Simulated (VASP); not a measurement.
# AgCl (Fm-3m) in VASP: further runs, part 2 of 2

VASP 6.6.1. Earlier steps stand in the parts before.

## Step 4: Single point, PBE+D3(BJ)

This run uses another cell than the first one, of 21.32 Å³/atom, 1.019 times its volume.

INCAR reads:

```
PREC = Accurate
ENCUT = 520
EDIFF = 1E-6
ISMEAR = 0
SIGMA = 0.1
LREAL = False
LASPH = True
NELM = 100
ALGO = Normal
ISIF = 2
LWAVE = False
LCHARG = False
GGA = PE
IVDW = 12
NBANDS = 16
```

KPOINTS reads:

```
Automatic mesh
0
Gamma
  6 6 6
```

POSCAR reads:

```
AgCl
1.0
    0.0000000000      2.7726628800      2.7726628800
    2.7726628800      0.0000000000      2.7726628800
    2.7726628800      2.7726628800      0.0000000000
Ag Cl
1 1
Direct
    0.0000000000      0.0000000000      0.0000000000
    0.5000000000      0.5000000000      0.5000000000
```

Potentials or basis: VASP PAW PBE potentials, release 64 (Ag, Cl).

Run with:

```sh
> cat potpaw_PBE.64/Ag/POTCAR potpaw_PBE.64/Cl/POTCAR > POTCAR
> mpirun -np 1 vasp_std > vasp.out
```

OUTCAR:

```text
PREC = Accurate
   ENCUT = 520
   EDIFF = 1E-6
   ISMEAR = 0
   LREAL = False
   LASPH = True
   NELM = 100
   ISIF = 2
   GGA = PE
   IVDW = 12
 IVDW          = 12

 ion  position               nearest neighbor table
   1  0.000  0.000  0.000-   2 2.77   2 2.77   2 2.77   2 2.77   2 2.77   2 2.77
   2  0.500  0.500  0.500-   1 2.77   1 2.77   1 2.77   1 2.77   1 2.77   1 2.77

  LATTYP: Found a face centered cubic cell.
 ALAT       =     5.5453257600

  Lattice vectors:

 A1 = (   0.0000000000,   2.7726628800,   2.7726628800)
 A2 = (   2.7726628800,   0.0000000000,   2.7726628800)
 A3 = (   2.7726628800,   2.7726628800,   0.0000000000)

Analysis of symmetry for initial positions (statically):
=====================================================================
 Subroutine PRICEL returns:
 Original cell was already a primitive cell.

 Routine SETGRP: Setting up the symmetry group for a
 face centered cubic supercell.

 Subroutine GETGRP returns: Found 48 space group operations
 (whereof 48 operations were pure point group operations)
 out of a pool of 48 trial point group operations.

The static configuration has the point symmetry O_h .

Analysis of symmetry for dynamics (positions and initial velocities):
=====================================================================
 Subroutine PRICEL returns:
 Original cell was already a primitive cell.

 Routine SETGRP: Setting up the symmetry group for a
 face centered cubic supercell.

 Subroutine GETGRP returns: Found 48 space group operations
 (whereof 48 operations were pure point group operations)
 out of a pool of 48 trial point group operations.

The dynamic configuration has the point symmetry O_h .

 Subroutine INISYM returns: Found 48 space group operations
 (whereof 48 operations are pure point group operations),
 and found     1 'primitive' translations

----------------------------------------------------------------------------------------

                                     Primitive cell

  volume of cell :      42.6306

  direct lattice vectors                    reciprocal lattice vectors
     0.000000000  2.772662880  2.772662880    -0.180332057  0.180332057  0.180332057
     2.772662880  0.000000000  2.772662880     0.180332057 -0.180332057  0.180332057
     2.772662880  2.772662880  0.000000000     0.180332057  0.180332057 -0.180332057

  length of vectors
     3.921137449  3.921137449  3.921137449     0.312344285  0.312344285  0.312344285

  position of ions in fractional coordinates (direct lattice)
     0.000000000  0.000000000  0.000000000
     0.500000000  0.500000000  0.500000000

  ion indices of the primitive-cell ions
   primitive index   ion index
                 1           1
                 2           2

----------------------------------------------------------------------------------------

 KPOINTS: Automatic mesh

Automatic generation of k-mesh.
 Grid dimensions read from file:
 generate k-points for:    6    6    6

 Generating k-lattice:

  Cartesian coordinates                     Fractional coordinates (reciprocal lattice)
    -0.030055343  0.030055343  0.030055343     0.166666667  0.000000000  0.000000000
     0.030055343 -0.030055343  0.030055343     0.000000000  0.166666667  0.000000000
     0.030055343  0.030055343 -0.030055343     0.000000000  0.000000000  0.166666667

  Length of vectors
     0.052057381  0.052057381  0.052057381

  Shift w.r.t. Gamma in fractional coordinates (k-lattice)
     0.000000000  0.000000000  0.000000000

 Subroutine IBZKPT returns following result:
 ===========================================

 Found     16 irreducible k-points:

 Following reciprocal coordinates:
            Coordinates               Weight
  0.000000  0.000000  0.000000      1.000000
  0.166667  0.000000  0.000000      8.000000
  0.333333  0.000000  0.000000      8.000000
  0.500000  0.000000  0.000000      4.000000
  0.166667  0.166667  0.000000      6.000000
  0.333333  0.166667  0.000000     24.000000
[... 8 lines left out ...]
 -0.333333  0.333333  0.166667     24.000000
 -0.333333  0.500000  0.166667     12.000000
   k-points           NKPTS =     16   k-points in BZ     NKDIM =     16   number of bands    NBANDS=     16
   number of dos      NEDOS =    301   number of ions     NIONS =      2
   total plane-waves  NPLWV =  27000
   dimension x,y,z NGX =    30 NGY =   30 NGZ =   30
   dimension x,y,z NGXF=    60 NGYF=   60 NGZF=   60
   ions per type =               1   1
   NGX,Y,Z   is equivalent  to a cutoff of  12.72, 12.72, 12.72 a.u.
   NGXF,Y,Z  is equivalent  to a cutoff of  25.44, 25.44, 25.44 a.u.
 SYSTEM =  unknown system
   PREC   = accura    normal or accurate (medium, high low for compatibility)
   ISTART =      0    job   : 0-new  1-cont  2-samecut
   ICHARG =      2    charge: 1-file 2-atom 10-const
   ISPIN  =      1    spin polarized calculation?
   LNONCOLLINEAR =      F non collinear calculations
   LSORBIT =      F    spin-orbit coupling
   LASPH  =      T    aspherical Exc in radial PAW
   ENCUT  =  520.0 eV  38.22 Ry    6.18 a.u.   7.29  7.29  7.29*2*pi/ulx,y,z
   NELM   =    100;   NELMIN=  2; NELMDL= -5     # of ELM steps
   EDIFF  = 0.1E-05   stopping-criterion for ELM
   LREAL  =      F    real-space projection
   EDIFFG = 0.1E-04   stopping-criterion for IOM
   NSW    =      0    number of steps for IOM
   IBRION =     -1    ionic relax: 0-MD 1-quasi-New 2-CG
   NFREE  =      0    steps in history (QN), initial steepest desc. (CG)
   ISIF   =      2    stress and relaxation
   ISYM   =      2    0-nonsym 1-usesym 2-fastsym
   POTIM  = 0.5000    time-step for ionic-motion
   TEBEG  =    0.0;   TEEND  =   0.0 temperature during run
   PSTRESS=    0.0 pullay stress
   NELECT =      18.0000    total number of electrons
   NUPDOWN=      -1.0000    fix difference up-down
   EMIN   =  10.00;   EMAX   =-10.00  energy-range for DOS
   EFERMI =   0.00;   METHOD = LEGACY
   ISMEAR =     0;   SIGMA  =   0.10  broadening in eV -4-tet -1-fermi 0-gaus
   EFERMI_NEDOS =   21; number of points for ismear=-14 and -15
   IALGO  =     38    algorithm
   IMIX   =      4    mixing-type and parameters
     AMIX     =   0.40;   BMIX     =  1.00
     AMIX_MAG =   1.60;   BMIX_MAG =  1.00
  volume/ion in A,a.u.               =      21.32       143.84
  Fermi-wavevector in a.u.,A,eV,Ry     =   1.228170  2.320905 20.523060  1.508402
  Thomas-Fermi vector in A             =   2.363106
   LORBIT       =      0    0 simple, 1 ext, 2 COOP (PROOUT), +10 PAW based schemes
   GGA     = PE    functional components
   LHFCALC =     F    Hartree Fock is set to
   AEXX    =    0.0000 exact exchange contribution
   IVDW    =    12    specifies the selected vdW correction
   LEPSILON=     F    determine dielectric tensor
   LRPA    =     F    only Hartree local field effects (RPA)
 non-spin polarized calculation
 Gauss-broadening in eV      SIGMA  =   0.10
  energy-cutoff  :      520.00
  volume of cell :       42.63
 maximum number of plane-waves:      1167
 NGX is ok and might be reduce to    30
   NGX = 15   NGY = 15   NGZ = 15

 number of electron      18.0000005 magnetization

 Free energy of the ion-electron system (eV)
  ---------------------------------------------------
  ext. energy  EPLUGINS =         0.00000000
  ---------------------------------------------------
  free energy    TOTEN  =        -5.39372540 eV

  energy without entropy =       -5.39372540  energy(sigma->0) =       -5.39372540

 E-fermi :   4.2831     XC(G=0):  -9.9679

 val. band max:        3.8244771108   @ k =   0.5000   0.0000   0.0000
 cond. band min:       4.7329903709   @ k =   0.0000   0.0000   0.0000
 fundamental gap:      0.9085132602
 Fermi energy:         4.2830803195

 k-point     1 :       0.0000    0.0000    0.0000
  band No.  band energies     occupation
      1     -11.3271      2.00000
      2       1.3829      2.00000
      3       1.3829      2.00000
      4       1.3829      2.00000
      5       1.4240      2.00000
      6       1.4240      2.00000
[... 8 lines left out ...]
     15      17.1441      0.00000
     16      17.1441      0.00000
[... 267 lines left out ...]
 k-point    16 :      -0.3333    0.5000    0.1667
  band No.  band energies     occupation
      1     -10.8440      2.00000
      2      -0.3599      2.00000
      3      -0.1849      2.00000
      4       0.1150      2.00000
      5       1.6506      2.00000
      6       1.8622      2.00000
[... 8 lines left out ...]
     15      18.1359      0.00000
     16      18.9666      0.00000

------------------------ aborting loop because EDIFF is reached ----------------------------------------

 Edisp (eV)   -0.66318

 E8    (eV) :    -0.2663

  FORCE on cell =-STRESS in cart. coord.  units (eV):
  Direction    XX          YY          ZZ          XY          YZ          ZX
  --------------------------------------------------------------------------------------
  -------------------------------------------------------------------------------------
  Total      -0.27593    -0.27593    -0.27593     0.00000     0.00000     0.00000
  in kB     -10.37009   -10.37009   -10.37009     0.00000     0.00000     0.00000
  external pressure =      -10.37 kB  Pullay stress =        0.00 kB

 VOLUME and BASIS-vectors are now :
 -----------------------------------------------------------------------------
  energy-cutoff  :      520.00
  volume of cell :       42.63
      direct lattice vectors                 reciprocal lattice vectors
     0.000000000  2.772662880  2.772662880    -0.180332057  0.180332057  0.180332057
     2.772662880  0.000000000  2.772662880     0.180332057 -0.180332057  0.180332057
     2.772662880  2.772662880  0.000000000     0.180332057  0.180332057 -0.180332057

 POSITION                                       TOTAL-FORCE (eV/Angst)
 -----------------------------------------------------------------------------------
      0.00000      0.00000      0.00000         0.000000      0.000000     -0.000000
      2.77266      2.77266      2.77266        -0.000000     -0.000000      0.000000
 -----------------------------------------------------------------------------------
    total drift:                               -0.000000      0.000000      0.000000

  FREE ENERGIE OF THE ION-ELECTRON SYSTEM (eV)
  ---------------------------------------------------
  free  energy   TOTEN  =        -6.0569103737 eV

  energy  without entropy=       -6.0569103737  energy(sigma->0) =       -6.05691037
```

OSZICAR:

```text
N       E                     dE             d eps       ncg     rms          rms(c)
DAV:   1     0.102717449351E+03    0.10272E+03   -0.85408E+03   512   0.101E+03
DAV:   2    -0.180472200811E+01   -0.10452E+03   -0.95534E+02   632   0.224E+02
DAV:   3    -0.554971449935E+01   -0.37450E+01   -0.37369E+01   656   0.447E+01
DAV:   4    -0.557670723734E+01   -0.26993E-01   -0.26991E-01   656   0.410E+00
DAV:   5    -0.557707197332E+01   -0.36474E-03   -0.36473E-03   648   0.469E-01    0.616E+00
DAV:   6    -0.539831737178E+01    0.17875E+00   -0.24553E-01   632   0.640E+00    0.401E+00
DAV:   7    -0.539423789449E+01    0.40795E-02   -0.94317E-02   584   0.204E+00    0.197E+00
DAV:   8    -0.539357782310E+01    0.66007E-03   -0.45799E-03   584   0.695E-01    0.301E-01
DAV:   9    -0.539365588229E+01   -0.78059E-04   -0.48839E-04   680   0.272E-01    0.375E-02
DAV:  10    -0.539372174142E+01   -0.65859E-04   -0.93043E-05   592   0.854E-02    0.310E-02
DAV:  11    -0.539372528935E+01   -0.35479E-05   -0.44196E-06   632   0.147E-02    0.375E-03
DAV:  12    -0.539372539966E+01   -0.11030E-06   -0.50299E-07   368   0.546E-03
   1 F= -.60569104E+01 E0= -.60569104E+01  d E =-.197963E-11
```

stdout:

```text
POSCAR found type information on POSCAR AgCl
 POSCAR found :  2 types and       2 ions
 scaLAPACK will be used
 LDA part: xc-table for (Slater+PW92), standard interpolation
 POSCAR, INCAR and KPOINTS ok, starting setup
 FFT: planning ... GRIDC
 FFT: planning ... GRID_SOFT
 FFT: planning ... GRID
 WAVECAR not read
 entering main loop
```

It took 5.5 s on 1 thread of Intel Xeon 6975P-C (Granite Rapids), shared host; peak memory 0.17 GiB.

Results:

```
Free energy                : -6.0569 eV
Pressure                   : -1.0 GPa
Band gap on the k mesh     : 0.91 eV, indirect (least direct gap 3.23 eV)
Dispersion energy per atom : -0.332 eV
```

## Step 5: Overview

```csv
task,cell,k mesh,cutoff (eV),smearing,gap on the mesh (eV),pressure (GPa)
single point,"Fm-3m, 20.92 Å³/atom",8 × 8 × 8,520,gaussian 0.02 eV,0.90,-0.2
relaxation of cell and atoms,relaxed,8 × 8 × 8,600,gaussian 0.02 eV,0.91,0.0
single point,"Fm-3m, 21.32 Å³/atom",6 × 6 × 6,520,gaussian 0.1 eV,0.91,-1.0
```

Alike in all rows: level PBE+D3(BJ); potentials or basis VASP PAW PBE potentials, release 64 (Ag, Cl); no spin polarisation.

Absolute energies hang on the potentials; compare differences alone.

## Step 6: How close it comes

Step 2. Measured gap of AgCl: 3.249 eV (indirect; a printed reference work, data compilation). This calculation gives 0.90 eV (-2.34 eV). So large a miss can be the level of theory's own, or it may mean another phase, state or a wrong row. Spin-orbit coupling on Ag is left out. The value is that of PBE+D3(BJ) on a finite k mesh, which can miss the band edges, without temperature or zero-point motion. Semilocal functionals fall short of measured gaps as a rule. The cell is a database's relaxed one, not the measured one, which moves gaps too.

Step 4. A measured gap of AgCl is 3.249 eV (indirect; a printed reference work, data compilation); the calculated 0.91 eV misses it by -2.34 eV. So large a miss can be the level of theory's own, or it may mean another phase, state or a wrong row. Spin-orbit coupling on Ag is left out. The value is that of PBE+D3(BJ) on a finite k mesh, which can miss the band edges, without temperature or zero-point motion. Semilocal functionals fall short of measured gaps as a rule. The cell is a database's relaxed one, not the measured one, which moves gaps too.
